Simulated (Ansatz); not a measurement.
Write the native input for Ansatz 0.2.0 that does the following.

- Task: density of states
- Functional: LDA
- Potentials or basis: Ansatz PAW
- Cutoff: 420 eV (not typed: the program's choice for these potentials)
- k mesh: 9 × 9 × 9
- Occupations: fermi-dirac, width 0.05 eV
- Spin: no spin polarisation
- Hubbard terms: Ru d U = 6 eV
- Hubbard projectors: ortho-atomic (the default)
- Double counting: fll (the default)

Crystal: AlRu.

```
CELL_PARAMETERS angstrom
2.99160 0.00000 0.00000
0.00000 2.99160 0.00000
0.00000 0.00000 2.99160
ATOMIC_POSITIONS crystal
Ru 0.50000 0.50000 0.50000
Al 0.00000 0.00000 0.00000
```

These files were run (other wordings do the same):

input.yaml

```yaml
crystal:
  lattice:
    - [2.9916, 0.0, 0.0]
    - [0.0, 2.9916, 0.0]
    - [0.0, 0.0, 2.9916]
  atoms:
    - { symbol: Ru, position: [0.5, 0.5, 0.5] }
    - { symbol: Al, position: [0.0, 0.0, 0.0] }
hamiltonian:
  xc: lda
  pseudopotentials: { kind: paw }
  hubbard: { sites: [{ species: Ru, l: d, u_eff: 6.0 }] }
kpoints:
  mp_grid: { grid: [9, 9, 9] }
scf:
  occupations: { method: fermi_dirac, width: 0.05 }
  n_extra_bands: 6
output:
  forces: true
  stress: true
  eigenvalues: true
  dos: { projected: false, de: 0.05, nscf_kmesh: { grid: [14, 14, 14] } }
```

Potentials or basis: Ansatz PAW.

The run is started by

```bash
$ ansatz run input.yaml --threads 2 --pin off --max-ram 5632MiB --backend cpu --events-out ev --progress --plain --runs-dir out
```

Results of the run:

The pressure is -11.3 GPa. The band gap on the k mesh is none (metal or under the smearing width) and the density of states at the Fermi level is 0.76 states/eV per cell.

Caveat: U without spin polarisation on a metal has little footing; the PAW data sets come from PBE, with cores solved anew for the run's functional, which leaves a small shift of forces and pressure; the U is typed as a test and isn't derived for this compound.

Wall time 1.9 s on 2 threads of Arm Neoverse V1, with other jobs on the host, peak memory 0.28 GiB.
